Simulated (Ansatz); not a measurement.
**Equation of state of CaF₂ from a dense series**

```
CELL_PARAMETERS angstrom
0.00000 2.73125 2.73125
2.73125 0.00000 2.73125
2.73125 2.73125 0.00000
ATOMIC_POSITIONS crystal
Ca 0.00000 0.00000 0.00000
F 0.25000 0.25000 0.25000
F 0.75000 0.75000 0.75000
```

Atom numbers follow the list: Ca1, F2, F3.

Conventional cell: a = 5.463 Å, b = 5.463 Å, c = 5.463 Å, α = 90.00°, β = 90.00°, γ = 90.00°. Around Ca (atom 1) lie 8 F at 2.37 Å. F (atom 2) is surrounded by 4 Ca at 2.37 Å.

The cell is COD entry 5000222, as deposited and not checked against the literature; nothing was relaxed.

Method: DFT, PBE, all-electron LAPW, scalar-relativistic (Ansatz 0.2.0).

Settings: a Γ-centred 8×8×8 k mesh, Fermi–Dirac smearing of 0.02 eV, basis error target 1 meV/atom, no spin polarisation.

The cell is scaled evenly. Fractional coordinates are held (clamped ions).

```json
{"V (Å³/atom)": "13.040", "P (GPa)": "6.04"}
{"V (Å³/atom)": "13.311", "P (GPa)": "3.99"}
{"V (Å³/atom)": "13.447", "P (GPa)": "3.05"}
{"V (Å³/atom)": "13.583", "P (GPa)": "2.15"}
{"V (Å³/atom)": "13.719", "P (GPa)": "1.30"}
{"V (Å³/atom)": "13.855", "P (GPa)": "0.50"}
{"V (Å³/atom)": "14.126", "P (GPa)": "-0.98"}
{"V (Å³/atom)": "14.398", "P (GPa)": "-2.32"}
```

**Question.** Fit a third-order Birch–Murnaghan curve to the pressures.

**Answer.** P = (3B0/2)(y^(7/2) − y^(5/2))[1 + (3/4)(B0′ − 4)(y − 1)] with y = (V0/V)^(2/3) fits within 0.01 GPa for V0 = 13.943 Å³/atom, B0 = 77.6 GPa and B0′ = 4.49.

**Question.** Predict the pressure at the withheld volume, 12.768 Å³/atom.

**Answer.** There y = 1.0604, so the fit gives 8.32 GPa; the run gave 8.32 GPa.
